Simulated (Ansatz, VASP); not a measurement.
# Ti: VASP beside Ansatz

```
CELL_PARAMETERS angstrom
0.00000 2.03000 2.03000
2.03000 0.00000 2.03000
2.03000 2.03000 0.00000
ATOMIC_POSITIONS crystal
Ti 0.00000 0.00000 0.00000
```

This isn't the form of Ti at room conditions, which is hcp.

Alike in both runs: task relaxation of cell and atoms; functional r2SCAN; k mesh 11 × 11 × 11; occupations fermi-dirac, width 0.05 eV; no spin polarisation.

|  | VASP | Ansatz |
| --- | --- | --- |
| version | VASP 6.6.1 | Ansatz 0.2.0 |
| potentials or method | VASP PAW PBE potentials, release 64 (Ti_sv) | Ansatz PAW |
| plane-wave cutoff (eV) | 600 | 500 |
| valence electrons in the cell | 12 | 12 |

```csv
,VASP,Ansatz,Ansatz less VASP
"gap on the k mesh at the Fermi level, each at its own relaxed structure (eV)",none,none,-
relaxed volume (Å³/atom),17.42,17.35,-0.077
relaxed cell length with the largest relative difference (Å),2.910,2.906,-0.0043
energy change over the relaxation (meV/atom),-10,-8,+2.0
```

A gap of «none» marks a metal or a gap that the smearing closes.

Caveats: the PAW data sets were made with another functional, which shifts forces and pressure a little (VASP); the plane-wave basis is chosen anew once the cell has moved, so the energies of steps on either side of that aren't comparable (Ansatz); the PAW data sets come from PBE, with cores solved anew for the run's functional, which leaves a small shift of forces and pressure (Ansatz). Zero-point motion and thermal expansion aren't in these numbers.
